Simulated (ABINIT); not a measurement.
Planning a run of ABINIT 10.8.3 on SiC (F-43m). The input:

```
acell 3*1.0 Angstrom
rprim 
  -0.000000000000 2.179000000000 2.179000000000
  2.179000000000 -0.000000000000 2.179000000000
  2.179000000000 2.179000000000 -0.000000000000
ntypat 2
znucl 14 6
natom 2
typat 1 2
xred 
  0.000000000000 0.000000000000 0.000000000000
  0.250000000000 0.250000000000 0.250000000000
pp_dirpath "pseudos"
pseudos "Si.upf, C.upf"
ecut 37
ngkpt 8 8 8
nshiftk 1
shiftk 0 0 0
kptopt 1
chksymbreak 0
istwfk *1
occopt 1
irdwfk 1
optdriver 3
nband 19
ecuteps 11.2
inclvkb 2
awtr 1
symchi 1
indata_prefix "in"
outdata_prefix "out"
tmpdata_prefix "tmp"
```

```sh
OMP_NUM_THREADS=1 mpirun -n 8 abinit run.abi > log
```

Q: Estimate wall time and host memory on 8 MPI ranks of Arm Neoverse V1, shared host.

It took 22 s; on shared hardware allow 11 s to 43 s. Peak host memory was 1.1 GiB.

[Paths, hosts, dates, memory and timing lines, banners, echoed tables and standing remarks are left out of the program output.]

[Logs are printed without paths, hosts, clocks, repeated set-up lines and the standing remarks that a program may print on its own settings, such as how far it seeks lower states.]

[Runs of the session that timed out or met a known fault of the program may be left out.]

[Hosts, paths, dates, database ids (printed as entryN), source tags and the programs' standing remarks are cut or masked in the printed files.]

[G0W0 gaps are taken among the corrected bands and points alone; a level outside them can change the order at an edge.]

[Where Ansatz stands beside ABINIT at settings called matched, ABINIT's density can come from a denser mesh and the files from another edition; pairs whose starting gaps differed by over 0.03 eV were left out, so agreement reads better than it is.]
